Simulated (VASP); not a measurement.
# Ca (Im-3m) in VASP: settings compared

The runs below take Ca through single point, with PBE, PBE0+D4.

All numbers are computed with VASP 6.6.1; they aren't measurements. Logs are shortened: lines on timing, memory, paths and dates and some standing lists are left out, and cuts for length are marked.

## (1) Starting point

It takes space group Im-3m (No. 229, cubic). Conventional cell: a = 4.480 Å, b = 4.480 Å, c = 4.480 Å, α = 90.00°, β = 90.00°, γ = 90.00°. Around Ca (site symmetry m-3m) lie 8 Ca at 3.88 Å.

This isn't the form of Ca at room conditions, which is fcc.

## (2) Single point, PBE

Contents of INCAR:

```
PREC = Accurate
ENCUT = 520
EDIFF = 1E-6
ISMEAR = -1
SIGMA = 0.05
LREAL = F
LASPH = T
NELM = 60
ALGO = Normal
ISIF = 2
LWAVE = F
LCHARG = F
GGA = PE
NBANDS = 11
```

Contents of KPOINTS:

```
Automatic mesh
0
Gamma
  8 8 8
```

Contents of POSCAR:

```
Ca
1.0
   -2.2400000000      2.2400000000      2.2400000000
    2.2400000000     -2.2400000000      2.2400000000
    2.2400000000      2.2400000000     -2.2400000000
Ca
1
Direct
    0.0000000000      0.0000000000      0.0000000000
```

Potentials or basis: VASP PAW PBE potentials, release 64 (Ca_sv).

On the command line:

```sh
$ cat potpaw_PBE.64/Ca_sv/POTCAR > POTCAR
$ mpirun -np 1 vasp_std > vasp.out
```

OUTCAR:

```text
PREC = Accurate
   ENCUT = 520
   EDIFF = 1E-6
   ISMEAR = -1
   LREAL = F
   LASPH = T
   NELM = 60
   ISIF = 2
   GGA = PE

 ion  position               nearest neighbor table
   1  0.000  0.000  0.000-

  LATTYP: Found a body centered cubic cell.
 ALAT       =     4.4800000000

  Lattice vectors:

 A1 = (  -2.2400000000,   2.2400000000,   2.2400000000)
 A2 = (   2.2400000000,  -2.2400000000,   2.2400000000)
 A3 = (   2.2400000000,   2.2400000000,  -2.2400000000)

Analysis of symmetry for initial positions (statically):
=====================================================================
 Subroutine PRICEL returns:
 Original cell was already a primitive cell.

 Routine SETGRP: Setting up the symmetry group for a
 body centered cubic supercell.

 Subroutine GETGRP returns: Found 48 space group operations
 (whereof 48 operations were pure point group operations)
 out of a pool of 48 trial point group operations.

The static configuration has the point symmetry O_h .

Analysis of symmetry for dynamics (positions and initial velocities):
=====================================================================
 Subroutine PRICEL returns:
 Original cell was already a primitive cell.

 Routine SETGRP: Setting up the symmetry group for a
 body centered cubic supercell.

 Subroutine GETGRP returns: Found 48 space group operations
 (whereof 48 operations were pure point group operations)
 out of a pool of 48 trial point group operations.

The dynamic configuration has the point symmetry O_h .

 Subroutine INISYM returns: Found 48 space group operations
 (whereof 48 operations are pure point group operations),
 and found     1 'primitive' translations

----------------------------------------------------------------------------------------

                                     Primitive cell

  volume of cell :      44.9577

  direct lattice vectors                    reciprocal lattice vectors
    -2.240000000  2.240000000  2.240000000     0.000000000  0.223214286  0.223214286
     2.240000000 -2.240000000  2.240000000     0.223214286  0.000000000  0.223214286
     2.240000000  2.240000000 -2.240000000     0.223214286  0.223214286  0.000000000

  length of vectors
     3.879793809  3.879793809  3.879793809     0.315672670  0.315672670  0.315672670

  position of ions in fractional coordinates (direct lattice)
     0.000000000  0.000000000  0.000000000

  ion indices of the primitive-cell ions
   primitive index   ion index
[... 79 lines left out ...]
   ISIF   =      2    stress and relaxation
   ISYM   =      2    0-nonsym 1-usesym 2-fastsym
   POTIM  = 0.5000    time-step for ionic-motion
   TEBEG  =    0.0;   TEEND  =   0.0 temperature during run
   PSTRESS=    0.0 pullay stress
   NELECT =      10.0000    total number of electrons
   NUPDOWN=      -1.0000    fix difference up-down
   EMIN   =  10.00;   EMAX   =-10.00  energy-range for DOS
   EFERMI =   0.00;   METHOD = LEGACY
   ISMEAR =    -1;   SIGMA  =   0.05  broadening in eV -4-tet -1-fermi 0-gaus
   EFERMI_NEDOS =   21; number of points for ismear=-14 and -15
   IALGO  =     38    algorithm
   IMIX   =      4    mixing-type and parameters
     AMIX     =   0.40;   BMIX     =  1.00
     AMIX_MAG =   1.60;   BMIX_MAG =  1.00
  volume/ion in A,a.u.               =      44.96       303.39
  Fermi-wavevector in a.u.,A,eV,Ry     =   0.991913  1.874443 13.386649  0.983891
  Thomas-Fermi vector in A             =   2.123688
   LORBIT       =      0    0 simple, 1 ext, 2 COOP (PROOUT), +10 PAW based schemes
   GGA     = PE    functional components
   LHFCALC =     F    Hartree Fock is set to
   AEXX    =    0.0000 exact exchange contribution
   IVDW    =     0    specifies the selected vdW correction
   LEPSILON=     F    determine dielectric tensor
   LRPA    =     F    only Hartree local field effects (RPA)
 non-spin polarized calculation
  energy-cutoff  :      520.00
  volume of cell :       44.96
 maximum number of plane-waves:      1264
 NGX is ok and might be reduce to    30

 number of electron      10.0000001 magnetization

 Free energy of the ion-electron system (eV)
  ---------------------------------------------------
  ext. energy  EPLUGINS =         0.00000000
  ---------------------------------------------------
  free energy    TOTEN  =        -1.90980483 eV

  energy without entropy =       -1.89658329  energy(sigma->0) =       -1.90319406

 E-fermi :   1.7391     XC(G=0):  -7.5421

 val. band max:        1.7211211629   @ k =   0.5000   0.5000   0.2500
 cond. band min:       1.7500505435   @ k =   0.5000   0.5000   0.2500
 fundamental gap:      0.0289293807
 Fermi energy:         1.7391311886

 k-point     1 :       0.0000    0.0000    0.0000
  band No.  band energies     occupation
      1     -40.4467      2.00000
      2     -21.3689      2.00000
      3     -21.3689      2.00000
      4     -21.3689      2.00000
      5      -2.1917      2.00000
      6       3.9661      0.00000
      7       3.9661      0.00000
      8       3.9661      0.00000
      9       4.9559      0.00000
     10       4.9559      0.00000
     11      11.6487      0.00000
[... 309 lines left out ...]
 k-point    24 :      -0.3750    0.3750    0.2500
  band No.  band energies     occupation
      1     -40.4329      2.00000
      2     -21.4518      2.00000
      3     -21.4224      2.00000
      4     -21.4107      2.00000
      5       0.7481      2.00000
      6       2.4974      0.00000
      7       3.8143      0.00000
      8       3.9834      0.00000
      9       4.9894      0.00000
     10       5.3312      0.00000
     11       7.6537      0.00000

 [... further k-points ...]

------------------------ aborting loop because EDIFF is reached ----------------------------------------

  FORCE on cell =-STRESS in cart. coord.  units (eV):
  Direction    XX          YY          ZZ          XY          YZ          ZX
  --------------------------------------------------------------------------------------
  -------------------------------------------------------------------------------------
  Total       -0.2680376     -0.2680376     -0.2680376     -0.0000000     -0.0000000      0.0000000
  in kB       -9.5521763     -9.5521763     -9.5521763     -0.0000000     -0.0000000      0.0000000
  external PRESSURE =      -9.5521763 kB  Pullay stress =       0.0000000 kB

 VOLUME and BASIS-vectors are now :
 -----------------------------------------------------------------------------
  energy-cutoff  :      520.00
  volume of cell :       44.96
      direct lattice vectors                 reciprocal lattice vectors
    -2.240000000  2.240000000  2.240000000     0.000000000  0.223214286  0.223214286
     2.240000000 -2.240000000  2.240000000     0.223214286  0.000000000  0.223214286
     2.240000000  2.240000000 -2.240000000     0.223214286  0.223214286  0.000000000

 POSITION                                       TOTAL-FORCE (eV/Angst)
 -----------------------------------------------------------------------------------
      0.00000      0.00000      0.00000         0.000000     -0.000000     -0.000000
 -----------------------------------------------------------------------------------
    total drift:                               -0.000000     -0.000000      0.000000

  FREE ENERGIE OF THE ION-ELECTRON SYSTEM (eV)
  ---------------------------------------------------
  free  energy   TOTEN  =        -1.9098048259 eV

  energy  without entropy=       -1.8965832886  energy(sigma->0) =       -1.90319406
```

OSZICAR:

```text
N       E                     dE             d eps       ncg     rms          rms(c)
DAV:   1     0.677311967324E+02    0.67731E+02   -0.50882E+03   638   0.830E+02
DAV:   2    -0.280333014650E+00   -0.68012E+02   -0.67386E+02   695   0.206E+02
DAV:   3    -0.184666325681E+01   -0.15663E+01   -0.15436E+01   937   0.314E+01
DAV:   4    -0.191359049455E+01   -0.66927E-01   -0.66714E-01   830   0.536E+00
DAV:   5    -0.191485939512E+01   -0.12689E-02   -0.12684E-02   908   0.578E-01    0.223E+00
DAV:   6    -0.191030700421E+01    0.45524E-02   -0.10636E-02   802   0.112E+00    0.137E+00
DAV:   7    -0.191020136521E+01    0.10564E-03   -0.17178E-02   715   0.150E+00    0.996E-02
DAV:   8    -0.190978400793E+01    0.41736E-03   -0.17749E-03   734   0.410E-01    0.191E-02
DAV:   9    -0.190980334677E+01   -0.19339E-04   -0.98611E-05   897   0.775E-02    0.528E-03
DAV:  10    -0.190980562925E+01   -0.22825E-05   -0.75439E-06   910   0.233E-02    0.837E-04
DAV:  11    -0.190980482595E+01    0.80330E-06   -0.27048E-07   493   0.510E-03
   1 F= -.19098048E+01 E0= -.19031941E+01  d E =-.132215E-01
```

Run time: 11 s. Hardware: 1 thread of Intel Xeon Platinum 8488C (Sapphire Rapids), shared host; peak memory 0.17 GiB.

What came out:

| Property | Result |
| --- | --- |
| Free energy | -1.9098 eV |
| Pressure | -1.0 GPa |
| Band gap on the k mesh | none (metal or under the smearing width) |

## (3) Single point, PBE (volume scaled by 0.96)

Contents of INCAR:

```
PREC     = Accurate       # precision mode
ENCUT    = 520            # plane-wave cutoff, eV
EDIFF    = 1E-6           # SCF threshold, eV
ISMEAR   = -1             # smearing method
SIGMA    = 0.05           # smearing width, eV
LREAL    = F              # projectors in reciprocal space
LASPH    = T              # aspherical terms in the spheres
NELM     = 80             # most SCF steps
ALGO     = Normal         # electronic algorithm
ISIF     = 2              # what is computed and relaxed
LWAVE    = F              # write WAVECAR
LCHARG   = F              # write CHGCAR
GGA      = PE             # functional
NBANDS   = 11             # bands
```

Contents of KPOINTS:

```
regular mesh
0
Gamma
  8 8 8
```

Contents of POSCAR:

```
Ca
1.0
   -2.2097260186      2.2097260186      2.2097260186
    2.2097260186     -2.2097260186      2.2097260186
    2.2097260186      2.2097260186     -2.2097260186
Ca
1
Direct
    0.0000000000      0.0000000000      0.0000000000
```

Potentials or basis: VASP PAW PBE potentials, release 64 (Ca_sv).

On the command line:

```sh
$ cat potpaw_PBE.64/Ca_sv/POTCAR > POTCAR
$ mpirun -np 1 vasp_std > vasp.out
```

OUTCAR:

```text
PREC = Accurate
   ENCUT = 520
   EDIFF = 1E-6
   ISMEAR = -1
   LREAL = F
   LASPH = T
   NELM = 80
   ISIF = 2
   GGA = PE

 ion  position               nearest neighbor table
   1  0.000  0.000  0.000-

  LATTYP: Found a body centered cubic cell.
 ALAT       =     4.4194520372

  Lattice vectors:

 A1 = (  -2.2097260186,   2.2097260186,   2.2097260186)
 A2 = (   2.2097260186,  -2.2097260186,   2.2097260186)
 A3 = (   2.2097260186,   2.2097260186,  -2.2097260186)

Analysis of symmetry for initial positions (statically):
=====================================================================
 Subroutine PRICEL returns:
 Original cell was already a primitive cell.

 Routine SETGRP: Setting up the symmetry group for a
 body centered cubic supercell.

 Subroutine GETGRP returns: Found 48 space group operations
 (whereof 48 operations were pure point group operations)
 out of a pool of 48 trial point group operations.

The static configuration has the point symmetry O_h .

Analysis of symmetry for dynamics (positions and initial velocities):
[... 169 lines left out ...]
      2     -21.1076      2.00000
      3     -21.1076      2.00000
      4     -21.1076      2.00000
      5      -2.1090      2.00000
      6       4.1842      0.00000
      7       4.1842      0.00000
      8       4.1842      0.00000
      9       5.2166      0.00000
     10       5.2166      0.00000
     11      12.0072      0.00000
[... 309 lines left out ...]
 k-point    24 :      -0.3750    0.3750    0.2500
  band No.  band energies     occupation
      1     -40.1725      2.00000
      2     -21.2041      2.00000
      3     -21.1695      2.00000
      4     -21.1561      2.00000
      5       0.8990      2.00000
      6       2.6461      0.00000
      7       4.0317      0.00000
      8       4.2113      0.00000
      9       5.2728      0.00000
     10       5.6167      0.00000
     11       8.0688      0.00000

 [... further k-points ...]

------------------------ aborting loop because EDIFF is reached ----------------------------------------

  FORCE on cell =-STRESS in cart. coord.  units (eV):
  Direction    XX          YY          ZZ          XY          YZ          ZX
  --------------------------------------------------------------------------------------
  -------------------------------------------------------------------------------------
  Total       -0.0961063     -0.0961063     -0.0961063      0.0000000      0.0000000     -0.0000000
  in kB       -3.5676886     -3.5676886     -3.5676886      0.0000000      0.0000000     -0.0000000
  external PRESSURE =      -3.5676886 kB  Pullay stress =       0.0000000 kB

 VOLUME and BASIS-vectors are now :
 -----------------------------------------------------------------------------
  energy-cutoff  :      520.00
  volume of cell :       43.16
      direct lattice vectors                 reciprocal lattice vectors
    -2.209726019  2.209726019  2.209726019     0.000000000  0.226272396  0.226272396
     2.209726019 -2.209726019  2.209726019     0.226272396  0.000000000  0.226272396
     2.209726019  2.209726019 -2.209726019     0.226272396  0.226272396  0.000000000

 POSITION                                       TOTAL-FORCE (eV/Angst)
 -----------------------------------------------------------------------------------
      0.00000      0.00000      0.00000         0.000000     -0.000000      0.000000
 -----------------------------------------------------------------------------------
    total drift:                                0.000000     -0.000000     -0.000000

  FREE ENERGIE OF THE ION-ELECTRON SYSTEM (eV)
  ---------------------------------------------------
  free  energy   TOTEN  =        -1.9170505205 eV

  energy  without entropy=       -1.9036339993  energy(sigma->0) =       -1.91034226
```

OSZICAR:

```text
N       E                     dE             d eps       ncg     rms          rms(c)
DAV:   1     0.664131158699E+02    0.66413E+02   -0.50678E+03   638   0.821E+02
DAV:   2    -0.532404996467E+00   -0.66946E+02   -0.66409E+02   683   0.208E+02
DAV:   3    -0.186342802731E+01   -0.13310E+01   -0.13158E+01   937   0.294E+01
DAV:   4    -0.192410120463E+01   -0.60673E-01   -0.60539E-01   832   0.509E+00
DAV:   5    -0.192490480491E+01   -0.80360E-03   -0.80351E-03   911   0.542E-01    0.220E+00
DAV:   6    -0.191832419853E+01    0.65806E-02   -0.11314E-02   810   0.115E+00    0.135E+00
DAV:   7    -0.191746617947E+01    0.85802E-03   -0.17448E-02   691   0.151E+00    0.995E-02
DAV:   8    -0.191703001888E+01    0.43616E-03   -0.18376E-03   757   0.422E-01    0.189E-02
DAV:   9    -0.191704903083E+01   -0.19012E-04   -0.90072E-05   862   0.756E-02    0.564E-03
DAV:  10    -0.191705126788E+01   -0.22371E-05   -0.76851E-06   937   0.233E-02    0.806E-04
DAV:  11    -0.191705052048E+01    0.74741E-06   -0.24554E-07   474   0.473E-03
   1 F= -.19170505E+01 E0= -.19103423E+01  d E =-.134165E-01
```

Run time: 7.6 s. Hardware: 1 thread of Intel Xeon Platinum 8488C (Sapphire Rapids), shared host; peak memory 0.15 GiB.

Results:

* Free energy: -1.9171 eV
* Pressure: -0.4 GPa
* Band gap on the k mesh: none (metal or under the smearing width)

(Continued in part 2 of 2.)
